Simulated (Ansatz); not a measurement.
# In2O3: the cost of one run

Method: DFT PBEsol, scalar-relativistic, plane waves, PAW, in Ansatz 0.2.0.

### 1 The system as given

It takes space group R-3c (No. 167, trigonal). Conventional cell: a = 5.512 Å, b = 5.512 Å, c = 14.534 Å, α = 90.00°, β = 90.00°, γ = 120.00°. Around In (site symmetry 3) lie 6 O at 2.13 to 2.26 Å. O (site symmetry 2) is surrounded by 4 In at 2.13 to 2.26 Å.

As a file:

```
In O
1.0
     2.75600    1.59118    4.84453
    -2.75600    1.59118    4.84453
     0.00000   -3.18235    4.84453
In O
4 6
Cartesian
  0.0000 0.0000 5.1951
  0.0000 0.0000 2.0717
  0.0000 0.0000 9.3385
  0.0000 0.0000 12.4619
  -1.1253 1.5912 8.4779
  -0.8153 -1.7702 8.4779
  1.9407 0.1790 8.4779
  1.1253 -1.5912 6.0557
  0.8153 1.7702 6.0557
  -1.9407 -0.1790 6.0557
```

This cell was relaxed beforehand with the same method: volume 12.75 Å³/atom, gap on the mesh 1.12 eV.

### 2 Plan of the line

The energy is mapped over two homogeneous strains (x along [1 0 0], y along [1 2 0], z along [0 0 1] of the conventional cell).

- engineering shear strain xy: 7 values from −22.0 to 22.0 %
- normal strain along z: 7 values from −7.00 to 7.00 %

Nothing else is relaxed (fractional coordinates fixed). Energies count from the relaxed crystal. Points are written as (first, second).

### 3 Point (0.0 %, −7.00 %)

input.yaml

```yaml
crystal:
  lattice:
    - [2.7559971599, 1.5911757021, 4.5054112629]
    - [-2.7559971599, 1.5911757021, 4.5054112629]
    - [0.0, -3.1823514043, 4.5054112629]
  atoms:
    - { symbol: In, position: [0.3574536553, 0.3574536553, 0.3574536553] }
    - { symbol: In, position: [0.1425463447, 0.1425463447, 0.1425463447] }
    - { symbol: In, position: [0.6425463447, 0.6425463447, 0.6425463447] }
    - { symbol: In, position: [0.8574536553, 0.8574536553, 0.8574536553] }
    - { symbol: O, position: [0.5458387896, 0.9541612104, 0.25] }
    - { symbol: O, position: [0.25, 0.5458387896, 0.9541612104] }
    - { symbol: O, position: [0.9541612104, 0.25, 0.5458387896] }
    - { symbol: O, position: [0.4541612104, 0.0458387896, 0.75] }
    - { symbol: O, position: [0.75, 0.4541612104, 0.0458387896] }
    - { symbol: O, position: [0.0458387896, 0.75, 0.4541612104] }
basis:
  ecutwfc: 520.0
kpoints:
  mp_grid: { grid: [6, 6, 6] }
hamiltonian:
  xc: pbesol
scf:
  occupations: { method: gaussian, width: 0.05 }
output:
  forces: true
  stress: true
  eigenvalues: true
  write_density: true
  write_potential: true
  elf: true
  volumetric_format: npy
```

Run with:

```console
ansatz run input.yaml --threads 2 --pin off --max-ram 4096MiB --backend cpu --events-out ev --progress --plain --runs-dir out
```

**Question.** How long does this run take on 2 threads of Intel Xeon Platinum 8375C at 2.90GHz (Ice Lake), shared host, and how much memory does it need?

About 6.6 s, with a peak of 0.63 GiB.
